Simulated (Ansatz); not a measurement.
# Formation energy of ZnF₂

The computed numbers are results of PBE, scalar-relativistic (no spin polarisation) in the plane-wave PAW code Ansatz at 420 eV, 6×6×10 k-mesh, Gaussian smearing of 0.05 eV; PAW files: Ansatz's generated set soft_2.

The chain of runs began from a measured cell (COD), expanded in volume.

The structure is tetragonal, space group P4_2/mnm (No. 136). Conventional cell: a = 4.800 Å, b = 4.800 Å, c = 3.176 Å, α = 90.00°, β = 90.00°, γ = 90.00°. Zn (site symmetry mmm) is surrounded by 6 F at 2.07 Å. F (site symmetry m2m) is surrounded by 3 Zn at 2.07 Å. (Shells end 15 % past the nearest neighbour.)

The elements were computed in their standard states (gases as isolated molecules) with the same datasets, cutoff and functional. Total energies depend on the potentials used, so only differences within one code and one set of settings carry meaning.

Energy of the relaxed cell (6 atoms, smearing extrapolated to zero): -9874.195 eV. Elements, in eV/atom: Zn -3319.033, F -805.594.

Question: What is the formation energy?

Answer: [-9874.195 − (2 × -3319.033 + 4 × -805.594)] / 6 = -2.29 eV/atom, or -221 kJ per mole of atoms.

The value is for 0 K, without zero-point energy and without any correction for the binding of gas molecules. Uncorrected semilocal values for oxides, chalcogenides and halides often miss by tenths of an eV an atom. A negative value shows stability against the elements alone, not against other compounds or structures.

Bader charges against formal ones: Zn +1.48 (+2), F −0.74 (−1). The cations give up 74 % of the formal charge; Bader charges stay under formal ones because the anions' density reaches into the cations' basins.

Formal charges Zn²⁺, F⁻ balance and leave closed shells on every ion, so a band insulator is expected, and the gap is 3.52 eV.

Kohn–Sham gaps of semilocal functionals lie under measured ones, often by a third or more. The relaxed cell is 6 % larger in volume than the cell of this structure in the Crystallography Open Database (11.56 Å³/atom, 2001).
